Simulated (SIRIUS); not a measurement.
**ZnS in SIRIUS: convergence with lmax of the augmentation**

Crystal: ZnS.

```
Zn S
1.0
     0.00000    2.70200    2.70200
     2.70200    0.00000    2.70200
     2.70200    2.70200    0.00000
Zn S
1 1
Direct
  0.75000 0.75000 0.75000
  0.00000 0.00000 0.00000
```

```yaml
Program: SIRIUS 7.12.0
Task: convergence study
Functional: LDA
Potentials_or_basis: all-electron FP-LAPW
Cutoff: 194 eV
Basis: apw+lo standard
k_mesh: 9 × 9 × 9
Occupations: fermi-dirac, width 0.05 eV
Spin: no spin polarisation
```

These are the settings of the first run; the series varies lmax of the augmentation, with any setting tied to it.

Hardware: 1 thread of Arm Neoverse V1, with other jobs on the host.

| lmax of the augmentation | energy less the tightest run, at zero smearing (meV/atom) | gap on the mesh (eV) | SCF cycles | CPU time (s) | peak memory (GiB) |
| --- | --- | --- | --- | --- | --- |
| 4 | -215.13 | 1.903 | 7 | 30 | 0.29 |
| 5 | -62.70 | 1.860 | 7 | 32 | 0.31 |
| 6 | -20.95 | 1.859 | 7 | 34 | 0.33 |
| 8 | -1.87 | 1.860 | 7 | 39 | 0.38 |
| 10 | -0.06 | 1.860 | 7 | 49 | 0.44 |
| 12 | 0.00 | 1.860 | 7 | 58 | 0.52 |
| 14 | 0.00 | 1.860 | 7 | 73 | 0.62 |

Against the tightest run, the energy stays within 1 meV/atom from 10 on; the gap on the mesh stays within 0.01 eV from 5 on. The tightest run that finished is the yardstick and may itself not be fully converged.
